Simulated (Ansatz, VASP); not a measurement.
## Al35GeN36 (Ge_Al) in two plane-wave programs

Aim: how closely do two programs agree when they are given the same cell, functional and k mesh? Of the first pair: The structure shown is the start of the Ansatz relaxation below; VASP solves that cell, so the two are compared at the walk's first step.

Calculated with Ansatz 0.2.0; plane waves, with VASP 6.6.1 beside it; r2SCAN.

**1. Starting point**

The cell holds 72 atoms: 35 Al, 36 N and 1 Ge. Cell: a = 9.320 Å, b = 9.320 Å, c = 9.956 Å, α = 90.0°, β = 90.0°, γ = 120.0°. It derives from AlN (AlN (P6_3mc)). Nearest the centre at fractional (0.444, 0.556, 0.500): Ge72 at 0.05 Å, N52 at 1.84 Å, N56 at 1.90 Å, N40 at 1.92 Å, N55 at 1.92 Å, N53 at 3.03 Å, Al17 at 3.05 Å, Al22 at 3.06 Å. The cell carries charge −1.

Coordinates:

```
Al N Ge
1.0
     9.31957    0.00000    0.00000
    -4.65978    8.07098    0.00000
     0.00000    0.00000    9.95648
Al N Ge
35 36 1
Direct
  0.21997 0.11473 0.25108
  0.11118 0.22717 0.50161
  0.21670 0.10670 0.75126
  0.11512 0.22818 0.00060
  0.22083 0.44891 0.25037
  0.10817 0.55880 0.49980
  0.22026 0.44663 0.75333
  0.11214 0.56136 0.99976
  0.22427 0.77416 0.24771
  0.10897 0.88577 0.50391
  0.22774 0.78298 0.74964
  0.11287 0.89377 0.99658
  0.55871 0.11030 0.24590
  0.44642 0.22365 0.50434
  0.55703 0.10686 0.74819
  0.44491 0.22276 0.00460
  0.55059 0.44496 0.24852
  0.55443 0.44841 0.75214
  0.44698 0.56046 0.00267
  0.55149 0.77943 0.24802
  0.44379 0.88348 0.50113
  0.55264 0.77212 0.75165
  0.43979 0.88336 0.00102
  0.88639 0.10498 0.25005
  0.78088 0.22184 0.50355
  0.89389 0.11639 0.74819
  0.77305 0.22310 0.00074
  0.89285 0.44291 0.25162
  0.77723 0.54994 0.49961
  0.89256 0.44201 0.75020
  0.78136 0.55392 0.99705
  0.88826 0.78279 0.24921
  0.77431 0.88278 0.49886
  0.88415 0.77340 0.75223
  0.78368 0.89052 0.99872
  0.22047 0.11068 0.43560
  0.11592 0.22133 0.18967
  0.22450 0.11080 0.93593
  0.10908 0.22068 0.69512
  0.21850 0.43845 0.43931
  0.10585 0.55260 0.19303
  0.21645 0.44321 0.93944
  0.11602 0.56109 0.69143
  0.21942 0.77159 0.44032
  0.10556 0.88676 0.19254
  0.21961 0.77514 0.93602
  0.10691 0.88862 0.69367
  0.55891 0.11536 0.43693
  0.43982 0.21744 0.19281
  0.55968 0.11043 0.93767
  0.44135 0.21688 0.68788
  0.55095 0.44479 0.44267
  0.44564 0.55845 0.19483
  0.55380 0.44577 0.94475
  0.44536 0.55128 0.69264
  0.55182 0.77721 0.43658
  0.44945 0.89204 0.18751
  0.55859 0.78365 0.94200
  0.44974 0.89346 0.69228
  0.88688 0.11494 0.44184
  0.77897 0.21955 0.19427
  0.89164 0.10780 0.93942
  0.78263 0.22797 0.69070
  0.89142 0.44881 0.44395
  0.78049 0.55259 0.19239
  0.88298 0.44026 0.93941
  0.78002 0.55591 0.69502
  0.89395 0.77724 0.44076
  0.77273 0.88942 0.19094
  0.88313 0.77309 0.93964
  0.78154 0.89459 0.68862
  0.44610 0.55212 0.49687
```

**2. Ansatz: relaxation, r2SCAN**

Ansatz runs on its PAW soft_1 files.

The two programs are compared at the cell with which this relaxation starts, whose forces are those of its first step.

The input, input.yaml:

```yaml
crystal:
  lattice:
    - [3.10652185, 3.0e-08, 0.0]
    - [-1.55326095, 2.69032682, 0.0]
    - [0.0, 0.0, 4.97823886]
  atoms:
    - { symbol: Al, position: [0.66666667, 0.33333333, 0.49920333] }
    - { symbol: Al, position: [0.33333333, 0.66666667, 0.99920333] }
    - { symbol: "N", position: [0.66666667, 0.33333333, 0.88079667] }
    - { symbol: "N", position: [0.33333333, 0.66666667, 0.38079667] }
  supercell: [3, 3, 2]
  defects: [{ substitution: { at: 33, symbol: Ge } }]
total_charge: -1
basis:
  ecutwfc: 500
  xc_grid: 2
hamiltonian:
  xc: r2scan
  pseudopotentials: { kind: paw, azcp: { folder: soft_1 } }
kpoints:
  mp_grid: { grid: [1, 1, 1], shift: [0.25, 0.25, 0.25] }
scf:
  occupations: { method: fixed }
  max_iter: 60
output:
  forces: true
  charged_corrections: { epsilon: [4.49, 4.49, 4.72], static_epsilon: [8.15, 8.15, 9.65] }
relax:
  f_tol: 0.02
  max_steps: 80
  random_displacement: { amplitude: 0.05, seed: 6133 }
checkpoint:
  write: "../qm1.relax.run"
  compress: false
  write_wavefunctions: true
  write_every: 100000
```

Started as:

```bash
$ ansatz run input.yaml --threads 4 --pin off --max-ram 7536MiB --backend cpu --events-out ev --progress --plain --runs-dir out
```

Numbers of over 12 decimals in the logs are rounded to 6 here.

Output:

```text
Engine: ansatz 0.2.0, aarch64-unknown-linux-gnu
Pseudopotentials: kind: paw
Pseudopotential: Al, paw, valence charge 3, recommended cutoff 500 eV (meta_gga), soft_1/Al.paw.azcp
Pseudopotential: N, paw, valence charge 5, recommended cutoff 500 eV (meta_gga), soft_1/N.paw.azcp
Pseudopotential: Ge, paw, valence charge 14, recommended cutoff 500 eV (meta_gga), soft_1/Ge.paw.azcp
Functional definition: r2SCAN
  parameter k0 = 0.174
  parameter k1 = 0.065
  parameter a1 = 4.9479
  exchange = r2scan_x(k0 = k0, k1 = k1, a1 = a1)
  correlation = r2scan_c
Crystal: 72 atoms, lattice volume = 748.907 Å³
Basis set: ecut = 500 eV, 18913 PW (Γ), exchange–correlation on 144×144×150 points (8 copies of the dense FFT grid, shifted against one another)
Bands: 222, of which v1, the nominal top of the filled ones, is band 150 counted from 1 (149 counted from 0)
Symmetry: 1 space group operations
k-points: 1
Non-local potential: Al, projectors of the file, l = 0: 2, l = 1: 2, l = 2: 1
Non-local potential: N, projectors of the file, l = 0: 2, l = 1: 2, l = 2: 1
Non-local potential: Ge, projectors of the file, l = 0: 2, l = 1: 2, l = 2: 3, l = 3: 1
PAW form: soft (Blöchl's): semilocal exchange-correlation on the pseudo side does not see the compensation charge
PAW frozen core: Al, regenerated for the run's functional (the file was generated under x = pbe(κ = 0.804, μ = 0.219515), c = pbe(β = 0.066725))
PAW frozen core: N, regenerated for the run's functional (the file was generated under x = pbe(κ = 0.804, μ = 0.219515), c = pbe(β = 0.066725))
PAW frozen core: Ge, regenerated for the run's functional (the file was generated under x = pbe(κ = 0.804, μ = 0.219515), c = pbe(β = 0.066725))
PAW one-centre angular grid: Al, 302 points (default); XC on 160 Gauss nodes
PAW one-centre angular grid: N, 302 points (default); XC on 160 Gauss nodes
PAW one-centre angular grid: Ge, 590 points (default); XC on 160 Gauss nodes
Initial density: superposition of atomic densities (chi_scale 0.1, normalization cell, long waves kept (reshape's long-wave potential 0.16 eV rms))
Initial wavefunctions: pseudopotential atomic-orbital guess
Functional: x = r2scan, c = r2scan; τ floored in thin density (d = 2e-4 eV/Å³)
SCF iter   1: F=—  HF=-37202.290605 eV  |F-HF|=—  |Δ(HF+E_count)|=         —  Δρ=1.31e-1  dr2=1.57e2  dr2_τ=1.90e1  ethr=3.10e-3  ⟨swp⟩=4.0  Hψ=753  notcnv=0  defer=68
preconditioner: auto → Resta (q_TF=auto, 2.342 Å⁻¹)  ε∞=3.3  [insulator: Δε(μ)=0.673 eV  Ē_g=15.188 eV  n_scr=162 (ndim 8)  ℏωp=23.1 eV  f_vac=0.000  ε∞_Penn≈3.3]
SCF iter   2: F=—  HF=-37164.510835 eV  |F-HF|=—  |Δ(HF+E_count)|=    3.78e1  Δρ=4.65e-2  dr2=1.07e1  dr2_τ=3.56e0  ethr=3.10e-3  ⟨swp⟩=4.0  Hψ=501  notcnv=0  defer=66
SCF iter   3: F=—  HF=-37168.113128 eV  |F-HF|=—  |Δ(HF+E_count)|=    3.60e0  Δρ=2.38e-2  dr2=2.83e0  dr2_τ=1.52e-1  ethr=3.10e-3  ⟨swp⟩=3.0  Hψ=310  notcnv=0  defer=68
SCF iter   4: F=—  HF=-37168.501926 eV  |F-HF|=—  |Δ(HF+E_count)|=   3.89e-1  Δρ=7.33e-3  dr2=8.42e-1  dr2_τ=4.55e-2  ethr=9.44e-4  ⟨swp⟩=3.0  Hψ=273  notcnv=0  defer=70
SCF iter   5: F=—  HF=-37168.395104 eV  |F-HF|=—  |Δ(HF+E_count)|=   1.07e-1  Δρ=1.80e-3  dr2=2.01e-2  dr2_τ=1.66e-3  ethr=2.81e-4  ⟨swp⟩=2.0  Hψ=233  notcnv=0  defer=70
SCF iter   6: F=—  HF=-37168.396444 eV  |F-HF|=—  |Δ(HF+E_count)|=   1.34e-3  Δρ=6.54e-4  dr2=3.19e-3  dr2_τ=3.14e-4  ethr=6.69e-6  ⟨swp⟩=3.0  Hψ=310  notcnv=0  defer=70
SCF iter   7: F=—  HF=-37168.395900 eV  |F-HF|=—  |Δ(HF+E_count)|=   5.44e-4  Δρ=2.16e-4  dr2=4.58e-4  dr2_τ=2.37e-5  ethr=1.06e-6  ⟨swp⟩=2.0  Hψ=308  notcnv=0  defer=70
SCF iter   8: F=—  HF=-37168.395892 eV  |F-HF|=—  |Δ(HF+E_count)|=   7.61e-6  Δρ=5.17e-5  dr2=2.57e-5  dr2_τ=1.78e-6  ethr=1.53e-7  ⟨swp⟩=3.0  Hψ=307  notcnv=0  defer=70
SCF iter   9: F=-37168.395889 eV  HF=-37168.395892 eV  |F-HF|=3.03e-6  |Δ(HF+E_count)|=   1.06e-7  Δρ=2.16e-5  dr2=3.95e-6  dr2_τ=4.41e-7  ethr=3.33e-9  ⟨swp⟩=4.0  Hψ=527  notcnv=0
SCF 1 converged in 9 iterations: F = -37168.395889 eV  dr2 = 3.95e-6
  greatest PAW one-centre occupation: 0.998 electrons in one spin orbital (limit 2), on the Ge atom at site 33 (counted from 0), in its partial waves of l = 2
relax step   1: F+E_penalty+E_count = -37168.39588877 eV  Δ(F+E_penalty+E_count) = +0.000e0 eV  max|allowed force component| = 2.764e0 eV/Å  Δτ_max = 0.0000 Å  (9 SCF iters, dr2 threshold 1.00e-5 eV, accepted)
Initial density: handed on by an earlier stage of this run
Initial wavefunctions: those handed on with the density
iter 1 solved again at ethr=2.01e-4 eV; its pass at ethr=3.10e-3 eV (dr2=6.02e-1 eV) is discarded
SCF iter   1: F=—  HF=-37170.467196 eV  |F-HF|=—  |Δ(HF+E_count)|=         —  Δρ=7.21e-3  dr2=6.09e-1  dr2_τ=1.11e0  ethr=2.01e-4  ⟨swp⟩=1.0  Hψ=741  notcnv=0  defer=66
[...]
max |Σ_I F_I| component: 1.27e-2 eV/Å
--- Charged-cell corrections in eV (Makov–Payne, q = -1.000 e, ε = [8.150, 8.150, 9.650]) ---
  F (periodic)     = -37172.919156  (uncorrected; the corrections below are reported, never added to it)
  E_corr1          = +0.262777  (monopole, q²α_M/2ε̄L, of the cell on which ε is isotropic)
  F Makov-Payne    = -37172.656379  (F + E_corr1; no measured alignment; for a localised charge, not one spread in a band: unchecked)
  no potential alignment in this run, which stands beside a crystal: run the host's input off ansatz write-host-input, and read the two finished runs by ansatz place-levels (neither reads a slab, a wire or a sheet, whose cell leaves a vacuum)
--- Band table (eV) ---
  k-point 0: bands = [... 146 lower, 6.9075, 6.9651, 7.2083, 9.7908, 12.4397, 12.6029, 13.0184, 13.1294, ... 68 higher]
--- Relaxed structure (12 steps of the walk, 10 accepted, 0 SCFs on fresh bases) ---
  F+E_penalty+E_count = -37172.91915613 eV   max|allowed force component| = 7.941e-3 eV/Å
  atoms:
    - { symbol: Al, position: [0.221665, 0.110140, 0.250370] }
    - { symbol: Al, position: [0.112057, 0.224263, 0.498074] }
    - { symbol: N, position: [0.221801, 0.110992, 0.441032] }
    - { symbol: N, position: [0.109240, 0.217504, 0.190385] }
    - { symbol: Al, position: [0.223005, 0.112758, 0.748836] }
    - { symbol: Al, position: [0.107828, 0.218582, 1.001732] }
    - { symbol: N, position: [0.221959, 0.111004, 0.939409] }
    - { symbol: N, position: [0.112230, 0.224240, 0.689603] }
    - { symbol: Al, position: [0.223404, 0.444915, 0.237560] }
    - { symbol: Al, position: [0.111932, 0.554261, 0.497827] }
    - { symbol: N, position: [0.213665, 0.440272, 0.426040] }
    - { symbol: N, position: [0.109355, 0.557891, 0.190548] }
    - { symbol: Al, position: [0.220014, 0.443240, 0.760697] }
    - { symbol: Al, position: [0.107809, 0.555921, 1.001842] }
    - { symbol: N, position: [0.205946, 0.436554, 0.951605] }
    - { symbol: N, position: [0.112308, 0.554078, 0.689153] }
    - { symbol: Al, position: [0.221674, 0.778117, 0.250438] }
    - { symbol: Al, position: [0.110966, 0.888796, 0.500426] }
    - { symbol: N, position: [0.221852, 0.777897, 0.441097] }
    - { symbol: N, position: [0.111134, 0.888615, 0.190126] }
    - { symbol: Al, position: [0.222941, 0.776818, 0.748647] }
    - { symbol: Al, position: [0.110935, 0.888783, 0.998906] }
    - { symbol: N, position: [0.221826, 0.777994, 0.939228] }
    - { symbol: N, position: [0.111115, 0.888633, 0.690567] }
    - { symbol: Al, position: [0.555307, 0.110910, 0.251100] }
    - { symbol: Al, position: [0.445390, 0.224530, 0.497877] }
    - { symbol: N, position: [0.555427, 0.111424, 0.441441] }
    - { symbol: N, position: [0.441967, 0.217560, 0.190610] }
    - { symbol: Al, position: [0.555019, 0.110755, 0.748660] }
    - { symbol: Al, position: [0.444031, 0.218534, 1.001897] }
    - { symbol: N, position: [0.555093, 0.111019, 0.938716] }
    - { symbol: N, position: [0.445631, 0.224283, 0.689192] }
    - { symbol: Al, position: [0.554742, 0.444973, 0.237846] }
    - { symbol: Ge, position: [0.443818, 0.555878, 0.504275] }
    - { symbol: N, position: [0.558857, 0.440959, 0.426507] }
    - { symbol: N, position: [0.444535, 0.555196, 0.178781] }
    - { symbol: Al, position: [0.556509, 0.443228, 0.760730] }
    - { symbol: Al, position: [0.444342, 0.555385, 0.975558] }
    - { symbol: N, position: [0.563278, 0.436486, 0.951496] }
    - { symbol: N, position: [0.444468, 0.555200, 0.776417] }
    - { symbol: Al, position: [0.554829, 0.776324, 0.237570] }
    - { symbol: Al, position: [0.445495, 0.887837, 0.497842] }
    - { symbol: N, position: [0.559476, 0.786009, 0.426068] }
    - { symbol: N, position: [0.441976, 0.890480, 0.190582] }
    - { symbol: Al, position: [0.556465, 0.779704, 0.760701] }
    - { symbol: Al, position: [0.443833, 0.891957, 1.001850] }
    - { symbol: N, position: [0.563138, 0.793769, 0.951629] }
    - { symbol: N, position: [0.445636, 0.887462, 0.689162] }
    - { symbol: Al, position: [0.888860, 0.110835, 0.251064] }
[...]
- { symbol: Al, position: [0.888891, 0.444423, 0.251086] }
    - { symbol: Al, position: [0.775254, 0.554365, 0.497834] }
    - { symbol: N, position: [0.888325, 0.444297, 0.441432] }
    - { symbol: N, position: [0.782166, 0.557652, 0.190650] }
    - { symbol: Al, position: [0.888968, 0.444695, 0.748645] }
    - { symbol: Al, position: [0.781216, 0.555672, 1.001902] }
    - { symbol: N, position: [0.888795, 0.444642, 0.938686] }
    - { symbol: N, position: [0.775489, 0.554147, 0.689157] }
    - { symbol: Al, position: [0.889604, 0.778031, 0.250359] }
    - { symbol: Al, position: [0.775510, 0.887707, 0.498075] }
    - { symbol: N, position: [0.888762, 0.777943, 0.441018] }
    - { symbol: N, position: [0.782214, 0.890436, 0.190398] }
    - { symbol: Al, position: [0.887005, 0.776746, 0.748836] }
    - { symbol: Al, position: [0.781116, 0.891852, 1.001733] }
    - { symbol: N, position: [0.888668, 0.777688, 0.939422] }
    - { symbol: N, position: [0.775493, 0.887497, 0.689602] }
```

In the SCF lines HF is the Harris–Foulkes energy and dr2 the Hartree energy of the density residual, in eV; the loop may stop once dr2 is under the threshold and the program's other checks hold. Hψ counts applications of the Hamiltonian.

(Continued in part 2 of 2.)

[Lines on the potential files, build, host, timing and source positions are cut from VASP's logs without a mark.]

[Logs are printed without paths, hosts, clocks, repeated set-up lines and the standing remarks that a program may print on its own settings, such as how far it seeks lower states.]

[Hosts, paths, dates, database ids (printed as entryN), source tags and the programs' standing remarks are cut or masked in the printed files.]
